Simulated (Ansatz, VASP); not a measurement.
**W: VASP beside Ansatz**

```
W
1.0
     0.00000    1.99955    2.03000
     1.99955    0.00000    2.03000
     1.99955    1.99955    0.00000
W
1
Direct
  0.00000 0.00000 0.00000
```

Change from the starting cell: strain -0.015 along x and y, +0.000 along z, atoms carried along.

Alike in both runs: task single point; functional PBEsol; k mesh 20 × 20 × 20; occupations gaussian, width 0.15 eV; no spin polarisation.

|  | VASP | Ansatz |
| --- | --- | --- |
| version | VASP 6.6.1 | Ansatz 0.2.0 |
| potentials or method | VASP PAW PBE potentials, release 64 (W_sv) | scalar-relativistic, plane waves, PAW |
| plane-wave cutoff (eV) | 520 | 420 |
| valence electrons in the cell | 14 | 14 |

```csv
,VASP,Ansatz,Ansatz less VASP
gap on the k mesh at the Fermi level (eV),none,none,-
pressure (GPa),-4.0,-4.6,-0.60
largest component of the traceless stress (GPa),3.28,3.24,-0.038
```

A gap of «none» marks a metal or a gap that the smearing closes. With one functional, cell and mesh, what is left measures potentials, basis and numerics.

Caveats: the PAW data sets were made with another functional, which shifts forces and pressure a little (VASP). The runs have no spin-orbit coupling, so splittings on W are missing.
